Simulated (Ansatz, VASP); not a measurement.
Given: the input of a run of Ansatz 0.2.0 on ZnSe (Stilleite).

The input input.yaml:

```yaml
crystal:
  lattice:
    - [0.0, 2.8338, 2.8338]
    - [2.8338, 0.0, 2.8338]
    - [2.8338, 2.8338, 0.0]
  atoms:
    - { symbol: Se, position: [0.75, 0.75, 0.75] }
    - { symbol: Zn, position: [0.0, 0.0, 0.0] }
hamiltonian:
  xc: pbe
  pseudopotentials: { kind: paw }
kpoints:
  mp_grid: { grid: [8, 8, 8] }
scf:
  occupations: { method: gaussian, width: 0.028 }
output:
  forces: true
  stress: true
  eigenvalues: true
```

Potentials or basis: Ansatz PAW.

Launch:

```console
$ ansatz run input.yaml --threads 2 --pin off --max-ram 5632MiB --backend cpu --events-out ev --progress --plain --runs-dir out
```

Task: Translate it to VASP 6.6.1. Potentials there: VASP PAW PBE potentials, release 64 (Se, Zn).

Result: As run (the cutoff follows the program's own potentials):

The input INCAR:

```
  PREC = Accurate
  ENCUT = 520
  EDIFF = 1E-6
  ISMEAR = 0
  SIGMA = 0.028000000000000004
  LREAL = False
  LASPH = True
  NELM = 100
  ALGO = Normal
  ISIF = 2
  LWAVE = False
  LCHARG = False
  GGA = PE
```

Contents of KPOINTS:

```
regular mesh
0
Gamma
  8 8 8
```

File POSCAR:

```
ZnSe
1.0
    0.0000000000      2.8338000000      2.8338000000
    2.8338000000      0.0000000000      2.8338000000
    2.8338000000      2.8338000000      0.0000000000
Se Zn
1 1
Direct
    0.7500000000      0.7500000000      0.7500000000
    0.0000000000      0.0000000000      0.0000000000
```

Potentials or basis: VASP PAW PBE potentials, release 64 (Se, Zn).

The run is started by

```console
$ cat potpaw_PBE.64/Se/POTCAR potpaw_PBE.64/Zn/POTCAR > POTCAR
$ mpirun -np 1 vasp_std > vasp.out
```

Both were run:

|  | VASP | Ansatz | Ansatz less VASP |
| --- | --- | --- | --- |
| gap on the k mesh at the Fermi level (eV) | 1.29 | 1.29 | -0.002 |
| least direct gap on the mesh (eV) | 1.29 | 1.29 | -0.002 |
| pressure (GPa) | 2.4 | 2.1 | -0.25 |

The functional is the same, so the differences come from potentials, cutoffs and numerics. The two sets of potentials don't hold the same shells in valence.

As with any semilocal functional, this PBE gap is likely too small.
